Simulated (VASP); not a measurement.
# Si in VASP: relaxing the cell with several functionals, part 2 of 2

VASP 6.6.1, plane waves, PAW. Earlier steps stand in the parts before.

### 4 PBEsol: cell and atoms

File INCAR:

```
ENCUT = 600.000000
SIGMA = 0.020000
EDIFF = 1.00e-07
EDIFFG = -5.00e-03
GGA = PS
PREC = Accurate
IBRION = 2
ISIF = 3
ISMEAR = -1
NBANDS = 11
NELM = 120
NSW = 40
LASPH = .TRUE.
LCHARG = .FALSE.
LWAVE = .FALSE.
LREAL = .FALSE.
```

File KPOINTS:

```
KPOINTS created by Atomic Simulation Environment
0
Gamma
8 8 8
0 0 0
```

File POSCAR:

```
Si
 1.0000000000000000
     0.0000000000000000    2.7351466448759321    2.7351466448759321
     2.7351466448759316    0.0000000000000000    2.7351466448759321
     2.7351466448759316    2.7351466448759321    0.0000000000000000
 Si
   2
Cartesian
 -0.0000000000000000  0.0000000000000000 -0.0000000000000000
  1.3675733224379658  1.3675733224379660  1.3675733224379660
```

On the command line:

```sh
$ mpirun -np 1 vasp_std
```

Standard output, without the iteration lines:

```text
POSCAR found type information on POSCAR Si
 POSCAR found :  1 types and       2 ions
 -----------------------------------------------------------------------------
|                                                                             |
|                                                                             |
|     You enforced a specific xc type in the INCAR file but a different       |
|     I HOPE YOU KNOW WHAT YOU ARE DOING!                                     |
|                                                                             |
 -----------------------------------------------------------------------------

 LDA part: xc-table for (Slater+PW92), standard interpolation
 POSCAR, INCAR and KPOINTS ok, starting setup
 FFT: planning ... GRIDC
 FFT: planning ... GRID_SOFT
 FFT: planning ... GRID
 WAVECAR not read
 entering main loop
 curvature:   0.00 expect dE= 0.000E+00 dE for cont linesearch  0.000E+00
 search vector abs. value=  0.137E-01
 bond charge predicted
 trial-energy change:   -0.002230  1 .order   -0.002054   -0.013703    0.009596
 bond charge predicted
 curvature:  -0.29 expect dE=-0.133E-07 dE for cont linesearch -0.133E-07
 search vector abs. value=  0.454E-07
 reached required accuracy - stopping structural energy minimisation
```

OSZICAR:

```text
N       E                     dE             d eps       ncg     rms          rms(c)
DAV:   1     0.779448901134E+01    0.77945E+01   -0.34710E+03   638   0.630E+02
DAV:   2    -0.110394051999E+02   -0.18834E+02   -0.17817E+02   794   0.901E+01
DAV:   3    -0.116908238474E+02   -0.65142E+00   -0.64919E+00   821   0.138E+01
DAV:   4    -0.116961942911E+02   -0.53704E-02   -0.53696E-02   756   0.156E+00
DAV:   5    -0.116962455945E+02   -0.51303E-04   -0.51303E-04   806   0.146E-01    0.483E+00
DAV:   6    -0.115513022086E+02    0.14494E+00   -0.75988E-02   721   0.110E+00    0.289E+00
DAV:   7    -0.114842544700E+02    0.67048E-01   -0.13792E-01   722   0.158E+00    0.166E-01
DAV:   8    -0.114848728232E+02   -0.61835E-03   -0.56051E-03   722   0.415E-01    0.789E-02
DAV:   9    -0.114849424013E+02   -0.69578E-04   -0.96052E-05   829   0.646E-02    0.547E-02
DAV:  10    -0.114849533090E+02   -0.10908E-04   -0.94959E-06   735   0.172E-02    0.517E-03
DAV:  11    -0.114849531873E+02    0.12166E-06   -0.71072E-07   811   0.421E-03    0.232E-03
DAV:  12    -0.114849531448E+02    0.42562E-07   -0.13539E-07   690   0.220E-03
   1 F= -.11484953E+02 E0= -.11484953E+02  d E =-.114850E+02
       N       E                     dE             d eps       ncg     rms          rms(c)
DAV:   1    -0.114931424547E+02   -0.81893E-02   -0.20413E-01   686   0.199E+00    0.427E-01
DAV:   2    -0.114891734864E+02    0.39690E-02   -0.48756E-03   721   0.362E-01    0.275E-01
DAV:   3    -0.114871822020E+02    0.19913E-02   -0.40899E-03   689   0.254E-01    0.762E-02
DAV:   4    -0.114871851392E+02   -0.29372E-05   -0.76937E-05   704   0.543E-02    0.684E-02
DAV:   5    -0.114871834858E+02    0.16534E-05   -0.56886E-06   704   0.138E-02    0.145E-02
DAV:   6    -0.114871831000E+02    0.38577E-06   -0.24791E-07   743   0.299E-03    0.517E-03
DAV:   7    -0.114871830661E+02    0.33887E-07   -0.29128E-08   388   0.990E-04
   2 F= -.11487183E+02 E0= -.11487183E+02  d E =-.222992E-02
       N       E                     dE             d eps       ncg     rms          rms(c)
DAV:   1    -0.114900809820E+02   -0.28979E-02   -0.32412E-02   686   0.787E-01    0.171E-01
DAV:   2    -0.114894389464E+02    0.64204E-03   -0.76007E-04   709   0.143E-01    0.110E-01
DAV:   3    -0.114891107640E+02    0.32818E-03   -0.65493E-04   677   0.101E-01    0.292E-02
DAV:   4    -0.114891102493E+02    0.51470E-06   -0.12558E-05   710   0.217E-02    0.264E-02
DAV:   5    -0.114891070673E+02    0.31820E-05   -0.93023E-07   695   0.556E-03    0.583E-03
DAV:   6    -0.114891071811E+02   -0.11380E-06   -0.39055E-08   391   0.120E-03    0.185E-03
DAV:   7    -0.114891071990E+02   -0.17893E-07   -0.69679E-09   349   0.555E-04
   3 F= -.11489107E+02 E0= -.11489107E+02  d E =-.415405E-02
```

From OUTCAR:

```text
k-points           NKPTS =     29   k-points in BZ     NKDIM =     29   number of bands    NBANDS=     11

   NELECT =       8.0000    total number of electrons

   dimension x,y,z NGX =    32 NGY =   32 NGZ =   32
   dimension x,y,z NGXF=    64 NGYF=   64 NGZF=   64

  energy-cutoff  :      600.00
  volume of cell :       40.16
      direct lattice vectors                 reciprocal lattice vectors
     0.000000000  2.717948194  2.717948194    -0.183962300  0.183962300  0.183962300
     2.717948194 -0.000000000  2.717948194     0.183962300 -0.183962300  0.183962300
     2.717948194  2.717948194 -0.000000000     0.183962300  0.183962300 -0.183962300

 k-points in reciprocal lattice and weights: KPOINTS created by Atomic Simulation Env
   0.00000000  0.00000000  0.00000000       0.002
   0.12500000  0.00000000  0.00000000       0.016
   0.25000000  0.00000000  0.00000000       0.016
   0.37500000  0.00000000  0.00000000       0.016
   0.50000000  0.00000000  0.00000000       0.008
   0.12500000  0.12500000  0.00000000       0.012
   0.25000000  0.12500000  0.00000000       0.047
   0.37500000  0.12500000  0.00000000       0.047
[... 21 more k-points ...]

 E-fermi :   6.0093

 k-point     1 :       0.0000    0.0000    0.0000
  band No.  band energies     occupation
      1      -6.2083      2.00000
      2       5.7627      1.99999
      3       5.7627      1.99999
      4       5.7627      1.99999
      5       8.2781      0.00000
      6       8.2781      0.00000
      7       8.2781      0.00000
      8       9.0543      0.00000
      9      13.4487      0.00000
     10      13.4487      0.00000
     11      13.4610      0.00000

 k-point     2 :       0.1250    0.0000    0.0000
  band No.  band energies     occupation
      1      -6.0038      2.00000
      2       4.1507      2.00000
      3       5.4709      2.00000
      4       5.4709      2.00000
      5       8.1998      0.00000
      6       8.7050      0.00000
      7       8.7050      0.00000
      8      10.4066      0.00000
      9      12.9450      0.00000
     10      12.9450      0.00000
     11      14.2668      0.00000

 k-point     3 :       0.2500    0.0000    0.0000
  band No.  band energies     occupation
      1      -5.4071      2.00000
      2       1.8155      2.00000
      3       4.9990      2.00000
      4       4.9990      2.00000
      5       7.7137      0.00000
      6       9.2179      0.00000
      7       9.2179      0.00000
      8      12.5874      0.00000
      9      12.8916      0.00000
     10      12.8916      0.00000
     11      14.5365      0.00000

 k-point     4 :       0.3750    0.0000    0.0000
  band No.  band energies     occupation
      1      -4.5097      2.00000
      2      -0.2101      2.00000
      3       4.6728      2.00000
      4       4.6728      2.00000
      5       7.3464      0.00000
      6       9.1513      0.00000
      7       9.1513      0.00000
      8      13.4434      0.00000
      9      14.2821      0.00000
     10      14.2821      0.00000
     11      15.3069      0.00000

 k-point     5 :       0.5000    0.0000    0.0000
  band No.  band energies     occupation
      1      -3.8656      2.00000
      2      -1.2393      2.00000
      3       4.5615      2.00000
      4       4.5615      2.00000
      5       7.2178      0.00000
      6       9.0361      0.00000
      7       9.0361      0.00000
      8      13.2719      0.00000
      9      16.2649      0.00000
     10      16.2649      0.00000
     11      16.9600      0.00000

 k-point     6 :       0.1250    0.1250    0.0000
  band No.  band energies     occupation
      1      -5.9350      2.00000
      2       4.4232      2.00000
      3       4.9468      2.00000
      4       4.9468      2.00000
      5       7.7036      0.00000
      6       9.4257      0.00000
      7       9.4257      0.00000
      8      10.0877      0.00000
      9      12.1933      0.00000
     10      13.7508      0.00000
     11      14.5688      0.00000

[... the tables of k-points 7 to 29 left out ...]

  Total        0.0007910      0.0007910      0.0007910     -0.0000000      0.0000000      0.0000000
  in kB        0.0315590      0.0315590      0.0315590     -0.0000000      0.0000000      0.0000000
  external PRESSURE =       0.0315590 kB  Pullay stress =       0.0000000 kB

 POSITION                                       TOTAL-FORCE (eV/Angst)
 -----------------------------------------------------------------------------------
      0.00000      0.00000      0.00000        -0.000000     -0.000000     -0.000000
      1.35897      1.35897      1.35897         0.000000      0.000000      0.000000
 -----------------------------------------------------------------------------------
    total drift:                               -0.000000     -0.000000      0.000000

  FREE ENERGIE OF THE ION-ELECTRON SYSTEM (eV)
  ---------------------------------------------------
  free  energy   TOTEN  =       -11.4891071990 eV

  energy  without entropy=      -11.4891071706  energy(sigma->0) =      -11.48910718
```

CONTCAR

```
Si
   1.00000000000000
     0.0000000000000000    2.7179481937017540    2.7179481937017540
     2.7179481937017536   -0.0000000000000000    2.7179481937017540
     2.7179481937017536    2.7179481937017540   -0.0000000000000000
  Si
     2
Direct
     0.0000000000000000    0.0000000000000000    0.0000000000000000
     0.2500000000000000    0.2500000000000000    0.2500000000000000

  0.00000000E+00  0.00000000E+00  0.00000000E+00
  0.00000000E+00  0.00000000E+00  0.00000000E+00
```

It took 10 s on 1 MPI rank of Intel Xeon 6975P-C, shared host; peak memory 0.18 GiB.

Step by step:

```tsv
step	energy change (meV/atom)	largest force (eV/Å)	pressure (GPa)	volume (Å³/atom)
1	0.0	0.0000	-1.70	20.462
2	-1.1	0.0000	1.23	19.824
3	-2.1	0.0000	0.00	20.078
```

```
                       before   after   change
                a (Å)   5.470   5.436  -0.63 %
     volume (Å³/atom)  20.462  20.078  -1.87 %
shortest distance (Å)   2.369   2.354  -0.63 %
          space group   Fd-3m   Fd-3m     same
```

### 5 LDA: cell and atoms

INCAR, as its differences from that of step 4:

```diff
@@ -4,3 +4,3 @@
 EDIFFG = -5.00e-03
-GGA = PS
+GGA = CA
 PREC = Accurate
```

KPOINTS is that of step 4.

POSCAR is that of step 4.

Potentials: the recommended LDA PAW datasets, 8 valence electrons in the neutral cell.

On the command line:

```sh
$ mpirun -np 1 vasp_std
```

The first run moved the cell so far that it was started again from its end, on a fresh basis. The second run's POSCAR:

```
Si
 1.0000000000000000
    -0.0000000000000000    2.7016295805961614    2.7016295805961614
     2.7016295805961610   -0.0000000000000000    2.7016295805961614
     2.7016295805961610    2.7016295805961614    0.0000000000000000
 Si
   2
Cartesian
  0.0000000000000000  0.0000000000000000  0.0000000000000000
  1.3508147902980803  1.3508147902980807  1.3508147902980807
```

The files below are the second run's.

Standard output, without the iteration lines:

```text
POSCAR found type information on POSCAR Si
 POSCAR found :  1 types and       2 ions
 LDA part: xc-table for (Slater(with rela. corr.)+CA(PZ))
 , standard interpolation
 POSCAR, INCAR and KPOINTS ok, starting setup
 FFT: planning ... GRIDC
 FFT: planning ... GRID_SOFT
 FFT: planning ... GRID
 WAVECAR not read
 WARNING: random wavefunctions but no delay for mixing, default for NELMDL
 entering main loop
 curvature:   0.00 expect dE= 0.000E+00 dE for cont linesearch  0.000E+00
 search vector abs. value=  0.194E-06
 reached required accuracy - stopping structural energy minimisation
```

OSZICAR:

```text
N       E                     dE             d eps       ncg     rms          rms(c)
DAV:   1     0.633002176730E+01    0.63300E+01   -0.36399E+03   638   0.641E+02
DAV:   2    -0.115932267656E+02   -0.17923E+02   -0.17119E+02   838   0.902E+01
DAV:   3    -0.121835659019E+02   -0.59034E+00   -0.58841E+00   832   0.134E+01
DAV:   4    -0.121880232363E+02   -0.44573E-02   -0.44568E-02   746   0.143E+00
DAV:   5    -0.121880692343E+02   -0.45998E-04   -0.45998E-04   812   0.141E-01    0.511E+00
DAV:   6    -0.120004279628E+02    0.18764E+00   -0.10928E-01   715   0.131E+00    0.306E+00
DAV:   7    -0.119156089827E+02    0.84819E-01   -0.19304E-01   734   0.180E+00    0.242E-01
DAV:   8    -0.119157941486E+02   -0.18517E-03   -0.80576E-03   716   0.492E-01    0.826E-02
DAV:   9    -0.119157716475E+02    0.22501E-04   -0.20871E-04   809   0.787E-02    0.630E-02
DAV:  10    -0.119157765934E+02   -0.49459E-05   -0.15587E-05   730   0.231E-02    0.270E-02
DAV:  11    -0.119157763996E+02    0.19383E-06   -0.10330E-06   748   0.525E-03    0.203E-03
DAV:  12    -0.119157764017E+02   -0.21467E-08   -0.22538E-08   409   0.953E-04
   1 F= -.11915776E+02 E0= -.11915776E+02  d E =-.119158E+02
```

Parts of OUTCAR:

```text
k-points           NKPTS =     29   k-points in BZ     NKDIM =     29   number of bands    NBANDS=     11

   NELECT =       8.0000    total number of electrons

   dimension x,y,z NGX =    32 NGY =   32 NGZ =   32
   dimension x,y,z NGXF=    64 NGYF=   64 NGZF=   64

  energy-cutoff  :      600.00
  volume of cell :       39.44
      direct lattice vectors                 reciprocal lattice vectors
     0.000000000  2.701629581  2.701629581    -0.185073484  0.185073484  0.185073484
     2.701629581  0.000000000  2.701629581     0.185073484 -0.185073484  0.185073484
     2.701629581  2.701629581  0.000000000     0.185073484  0.185073484 -0.185073484

 k-points in reciprocal lattice and weights: KPOINTS created by Atomic Simulation Env
   0.00000000  0.00000000  0.00000000       0.002
   0.12500000  0.00000000  0.00000000       0.016
   0.25000000  0.00000000  0.00000000       0.016
   0.37500000  0.00000000  0.00000000       0.016
   0.50000000  0.00000000  0.00000000       0.008
   0.12500000  0.12500000  0.00000000       0.012
   0.25000000  0.12500000  0.00000000       0.047
   0.37500000  0.12500000  0.00000000       0.047
[... 21 more k-points ...]

 E-fermi :   6.1656

 k-point     1 :       0.0000    0.0000    0.0000
  band No.  band energies     occupation
      1      -6.1346      2.00000
      2       5.9274      1.99999
      3       5.9274      1.99999
      4       5.9274      1.99999
      5       8.4572      0.00000
      6       8.4572      0.00000
      7       8.4572      0.00000
      8       9.3112      0.00000
      9      13.6622      0.00000
     10      13.6622      0.00000
     11      13.6685      0.00000

 k-point     2 :       0.1250    0.0000    0.0000
  band No.  band energies     occupation
      1      -5.9277      2.00000
      2       4.3104      2.00000
      3       5.6334      2.00000
      4       5.6334      2.00000
      5       8.3932      0.00000
      6       8.8875      0.00000
      7       8.8875      0.00000
      8      10.6442      0.00000
      9      13.1514      0.00000
     10      13.1514      0.00000
     11      14.4822      0.00000

 k-point     3 :       0.2500    0.0000    0.0000
  band No.  band energies     occupation
      1      -5.3235      2.00000
      2       1.9566      2.00000
      3       5.1585      2.00000
      4       5.1585      2.00000
      5       7.9083      0.00000
      6       9.4019      0.00000
      7       9.4019      0.00000
      8      12.8163      0.00000
      9      13.0958      0.00000
     10      13.0958      0.00000
     11      14.7535      0.00000

 k-point     4 :       0.3750    0.0000    0.0000
  band No.  band energies     occupation
      1      -4.4136      2.00000
      2      -0.0905      2.00000
      3       4.8307      2.00000
      4       4.8307      2.00000
      5       7.5398      0.00000
      6       9.3300      0.00000
      7       9.3300      0.00000
      8      13.6383      0.00000
      9      14.4977      0.00000
     10      14.4977      0.00000
     11      15.5503      0.00000

 k-point     5 :       0.5000    0.0000    0.0000
  band No.  band energies     occupation
      1      -3.7574      2.00000
      2      -1.1349      2.00000
      3       4.7189      2.00000
      4       4.7189      2.00000
      5       7.4108      0.00000
      6       9.2121      0.00000
      7       9.2121      0.00000
      8      13.4632      0.00000
      9      16.4836      0.00000
     10      16.4836      0.00000
     11      17.1961      0.00000

 k-point     6 :       0.1250    0.1250    0.0000
  band No.  band energies     occupation
      1      -5.8580      2.00000
      2       4.5941      2.00000
      3       5.1038      2.00000
      4       5.1038      2.00000
      5       7.8741      0.00000
      6       9.6136      0.00000
      7       9.6136      0.00000
      8      10.3238      0.00000
      9      12.4005      0.00000
     10      13.9674      0.00000
     11      14.7873      0.00000

[... the tables of k-points 7 to 29 left out ...]

  Total       -0.0016385     -0.0016385     -0.0016385      0.0000000      0.0000000     -0.0000000
  in kB       -0.0665654     -0.0665654     -0.0665654      0.0000000      0.0000000     -0.0000000
  external PRESSURE =      -0.0665654 kB  Pullay stress =       0.0000000 kB

 POSITION                                       TOTAL-FORCE (eV/Angst)
 -----------------------------------------------------------------------------------
      0.00000      0.00000      0.00000        -0.000000      0.000000     -0.000000
      1.35081      1.35081      1.35081         0.000000     -0.000000      0.000000
 -----------------------------------------------------------------------------------
    total drift:                               -0.000000     -0.000000      0.000000

  FREE ENERGIE OF THE ION-ELECTRON SYSTEM (eV)
  ---------------------------------------------------
  free  energy   TOTEN  =       -11.9157764017 eV

  energy  without entropy=      -11.9157763599  energy(sigma->0) =      -11.91577638
```

CONTCAR

```
Si
   1.00000000000000
     0.0000000000000000    2.7016295805961614    2.7016295805961614
     2.7016295805961610    0.0000000000000000    2.7016295805961614
     2.7016295805961610    2.7016295805961614    0.0000000000000000
  Si
     2
Direct
     0.0000000000000000    0.0000000000000000    0.0000000000000000
     0.2500000000000000    0.2500000000000000    0.2500000000000000

  0.00000000E+00  0.00000000E+00  0.00000000E+00
  0.00000000E+00  0.00000000E+00  0.00000000E+00
```

Wall time 4.2 s (1 MPI rank of Intel Xeon 6975P-C, shared host); peak memory 0.14 GiB.

|  | before | after | change |
| --- | --- | --- | --- |
| a (Å) | 5.470 | 5.403 | -1.23 % |
| volume (Å³/atom) | 20.462 | 19.719 | -3.63 % |
| shortest distance (Å) | 2.369 | 2.340 | -1.23 % |
| space group | Fd-3m | Fd-3m | same |

### 6 Results

This closing draws on all 2 parts.

```
 level  a (Å)  volume (Å³/atom)  space group
   PBE  5.468            20.438        Fd-3m
r2SCAN  5.440            20.122        Fd-3m
PBEsol  5.436            20.078        Fd-3m
   LDA  5.403            19.719        Fd-3m
```

**Reading.** The PBE run changed the volume by +21.3 % from its own start of 16.84 Å³/atom. The volume spreads over 3.6 %, from LDA to PBE. LDA's volume lies 3.5 % below PBE's.
